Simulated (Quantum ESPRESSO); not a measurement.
## AgCl (Chlorargyrite): phonons with LDA

**Experimental background.**

A printed reference work, monograph reports, for a bulk crystal of AgCl: high-frequency dielectric constant 3.92.

The system is AgCl (Chlorargyrite).

```
Ag Cl
1.0
     0.00000    2.73500    2.73500
     2.73500    0.00000    2.73500
     2.73500    2.73500    0.00000
Ag Cl
1 1
Direct
  0.00000 0.00000 0.00000
  0.50000 0.50000 0.50000
```

```
Program                     : Quantum ESPRESSO 7.5
Task                        : phonons
Functional                  : LDA
Potentials or basis         : PseudoDojo 0.4.1 SR LDA standard
Cutoff                      : 1170 eV
Density cutoff              : 4680 eV
k mesh                      : 4 × 4 × 4, shifted
Occupations                 : fermi-dirac, width 0.05 eV
Spin                        : no spin polarisation
Form of the LDA correlation : PW92
Mixing beta                 : 0.5
Most SCF iterations         : 120
SCF threshold               : 4e-10 Ry
```

```json
{"Relaxed volume": "19.19 Å³/atom", "Relaxed cell": "a = 3.786 Å, b = 3.786 Å, c = 3.786 Å, α = 60.00°, β = 60.00°, γ = 60.00°", "Space group after relaxing (to 0.05 Å)": "Fm-3m (No. 225)", "Pressure after relaxing": "0.0 GPa", "Electronic dielectric tensor (diagonal)": "5.87", "Born charges (mean of the diagonal)": "Ag +1.41; Cl -1.42 e", "Highest phonon frequency at Γ, LO-TO splitting left out": "130 cm⁻¹", "Static dielectric tensor (diagonal)": "11.52"}
```

Step by step:
```
step  energy change (eV)  largest force (eV/Å)  pressure (GPa)  volume (Å³)
   1              0.0000                0.0000           -3.79        40.92
   2             -0.0162                0.0000           -2.78        40.13
   3             -0.0301                0.0000           -1.03        38.97
   4             -0.0320                0.0000            0.11        38.32
   5             -0.0321                0.0000            0.00        38.38
   6             -0.0321                0.0000            0.00        38.38
```

Final structure:
```xyz
2
Lattice="0.0000 2.6772 2.6772 2.6772 0.0000 2.6772 2.6772 2.6772 0.0000" Properties=species:S:1:pos:R:3 pbc="T T T"
Ag    0.0000    0.0000    0.0000
Cl    2.6772    2.6772    2.6772
```

Levels at points of the mesh, in eV from the valence-band top:
```tsv
k point	band 10	band 11	band 12	band 13	band 14	band 15	band 16	band 17
(0.12, 0.12, 0.12)	-2.65	-2.34	-1.62	-1.62	1.72	9.41	10.50	10.50
```

Phonon frequencies in cm⁻¹ (negative: imaginary):
| q point | frequencies |
| --- | --- |
| (0.000, 0.000, 0.000) | -2 -2 -2 130 130 130 |

Electronic dielectric tensor:
```
5.87 0.00 0.00
0.00 5.87 0.00
0.00 0.00 5.87
```

Born effective charge tensors (e):
atom 1, Ag
```
1.41 0.00 0.00
0.00 1.41 0.00
0.00 0.00 1.41
```
atom 2, Cl
```
-1.42  0.00  0.00
 0.00 -1.42  0.00
 0.00  0.00 -1.42
```

Optical modes at Γ, degenerate ones joined, polar ones without the macroscopic field:
```csv
cm⁻¹,components,symmetry,active in,"IR intensity, summed ((D/Å)²/amu)"
130,3,T1u,IR,5.19
```

Zone-centre frequencies without and with the macroscopic field along z (cm⁻¹):
|  | optical modes in rising order |
| --- | --- |
| without | 130 130 130 |
| with the field | 130 130 183 |

Static dielectric tensor, electrons and zone-centre modes:
```
11.52  0.00  0.00
 0.00 11.52  0.00
 0.00  0.00 11.52
```

Run time: 2.6 min on 4 MPI ranks on Intel(R) Xeon(R) Platinum 8259CL CPU @ 2.50GHz (Skylake/Cascade Lake), with other jobs on the host, peak memory 0.32 GiB a rank.

A measured high-frequency dielectric constant of AgCl is 3.92 (a printed reference work, monograph); the calculated 5.87 misses it by +49.7 %. So large a miss can be the level of theory's own, or it may mean another phase, state or a wrong row.

Caveat: the mesh is thin for the dielectric tensor, Born charges and intensities, which usually come out too large.
